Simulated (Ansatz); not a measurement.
# HfO2: the cost of one run

Method: DFT PBE, scalar-relativistic, plane waves, PAW, in Ansatz 0.2.0.

## 1. The starting structure

The structure is cubic, space group Fm-3m (No. 225). The conventional cell has a = 5.115 Å, b = 5.115 Å, c = 5.115 Å, α = 90.00°, β = 90.00°, γ = 90.00°. Hf (site symmetry m-3m) is surrounded by 8 O at 2.21 Å. Around O (site symmetry -43m) lie 4 Hf at 2.21 Å.

Coordinates:

```cif
data_structure
_symmetry_space_group_name_H-M 'P 1'
_symmetry_Int_Tables_number 1
_cell_length_a 7.2337
_cell_length_b 7.2337
_cell_length_c 9.5693
_cell_angle_alpha 79.107
_cell_angle_beta 67.792
_cell_angle_gamma 60.000
_cell_volume 401.47
loop_
_atom_site_label
_atom_site_type_symbol
_atom_site_fract_x
_atom_site_fract_y
_atom_site_fract_z
_atom_site_occupancy
Hf1 Hf 0.00000 0.00000 0.00000 1
Hf2 Hf 0.66667 0.33333 0.33333 1
Hf3 Hf 0.33333 0.66667 0.66667 1
Hf4 Hf 0.50000 0.50000 0.00000 1
Hf5 Hf 0.16667 0.83333 0.33333 1
Hf6 Hf 0.83333 0.16667 0.66667 1
Hf7 Hf 0.00000 0.50000 0.00000 1
Hf8 Hf 0.66667 0.83333 0.33333 1
Hf9 Hf 0.33333 0.16667 0.66667 1
Hf10 Hf 0.50000 0.00000 0.00000 1
Hf11 Hf 0.16667 0.33333 0.33333 1
Hf12 Hf 0.83333 0.66667 0.66667 1
O1 O 0.79167 0.33333 0.08333 1
O2 O 0.45833 0.66667 0.41667 1
O3 O 0.12500 0.00000 0.75000 1
O4 O 0.29167 0.83333 0.08333 1
O5 O 0.95833 0.16667 0.41667 1
O6 O 0.62500 0.50000 0.75000 1
O7 O 0.79167 0.83333 0.08333 1
O8 O 0.45833 0.16667 0.41667 1
O9 O 0.12500 0.50000 0.75000 1
O10 O 0.29167 0.33333 0.08333 1
O11 O 0.95833 0.66667 0.41667 1
O12 O 0.62500 0.00000 0.75000 1
O13 O 0.37500 0.00000 0.25000 1
O14 O 0.04167 0.33333 0.58333 1
O15 O 0.70833 0.66667 0.91667 1
O16 O 0.87500 0.50000 0.25000 1
O17 O 0.54167 0.83333 0.58333 1
O18 O 0.20833 0.16667 0.91667 1
O19 O 0.37500 0.50000 0.25000 1
O20 O 0.04167 0.83333 0.58333 1
O21 O 0.70833 0.16667 0.91667 1
O22 O 0.87500 0.00000 0.25000 1
O23 O 0.54167 0.33333 0.58333 1
O24 O 0.20833 0.66667 0.91667 1
```

The runs take a perfect supercell of 36 atoms; the defect goes to fractional position (0.792, 0.333, 0.083).

## 2. The perfect supercell

File input.yaml:

```yaml
crystal:
  lattice:
    - [-5.115, 5.115, 0.0]
    - [0.0, 5.115, 5.115]
    - [2.5575, 7.6725, -5.115]
  atoms:
    - { symbol: Hf, position: [0.0, 0.0, 0.0] }
    - { symbol: Hf, position: [0.666667, 0.333333, 0.333333] }
    - { symbol: Hf, position: [0.333333, 0.666667, 0.666667] }
    - { symbol: Hf, position: [0.5, 0.5, 0.0] }
    - { symbol: Hf, position: [0.166667, 0.833333, 0.333333] }
    - { symbol: Hf, position: [0.833333, 0.166667, 0.666667] }
    - { symbol: Hf, position: [0.0, 0.5, 0.0] }
    - { symbol: Hf, position: [0.666667, 0.833333, 0.333333] }
    - { symbol: Hf, position: [0.333333, 0.166667, 0.666667] }
    - { symbol: Hf, position: [0.5, 0.0, 0.0] }
    - { symbol: Hf, position: [0.166667, 0.333333, 0.333333] }
    - { symbol: Hf, position: [0.833333, 0.666667, 0.666667] }
    - { symbol: O, position: [0.791667, 0.333333, 0.083333] }
    - { symbol: O, position: [0.458333, 0.666667, 0.416667] }
    - { symbol: O, position: [0.125, 0.0, 0.75] }
    - { symbol: O, position: [0.291667, 0.833333, 0.083333] }
    - { symbol: O, position: [0.958333, 0.166667, 0.416667] }
    - { symbol: O, position: [0.625, 0.5, 0.75] }
    - { symbol: O, position: [0.791667, 0.833333, 0.083333] }
    - { symbol: O, position: [0.458333, 0.166667, 0.416667] }
    - { symbol: O, position: [0.125, 0.5, 0.75] }
    - { symbol: O, position: [0.291667, 0.333333, 0.083333] }
    - { symbol: O, position: [0.958333, 0.666667, 0.416667] }
    - { symbol: O, position: [0.625, 0.0, 0.75] }
    - { symbol: O, position: [0.375, 0.0, 0.25] }
    - { symbol: O, position: [0.041667, 0.333333, 0.583333] }
    - { symbol: O, position: [0.708333, 0.666667, 0.916667] }
    - { symbol: O, position: [0.875, 0.5, 0.25] }
    - { symbol: O, position: [0.541667, 0.833333, 0.583333] }
    - { symbol: O, position: [0.208333, 0.166667, 0.916667] }
    - { symbol: O, position: [0.375, 0.5, 0.25] }
    - { symbol: O, position: [0.041667, 0.833333, 0.583333] }
    - { symbol: O, position: [0.708333, 0.166667, 0.916667] }
    - { symbol: O, position: [0.875, 0.0, 0.25] }
    - { symbol: O, position: [0.541667, 0.333333, 0.583333] }
    - { symbol: O, position: [0.208333, 0.666667, 0.916667] }
basis:
  ecutwfc: 420
  fft_grid_basis: typed
kpoints:
  mp_grid: { grid: [2, 2, 2] }
hamiltonian:
  xc: pbe
  pseudopotentials: { kind: paw }
scf:
  occupations: { method: gaussian, width: 0.05 }
output:
  forces: true
  stress: false
  eigenvalues: true
  bader: false
  write_density: true
  volumetric_format: npy
```

Started as:

```bash
> ansatz run input.yaml --threads 4 --pin off --max-ram 10240MiB --backend cpu --events-out ev --progress --plain --runs-dir out
```

**Question.** How long does this run take on 4 threads of Arm Neoverse N1, shared host, and how much memory does it need?

About 20 s, with a peak of 2.3 GiB.
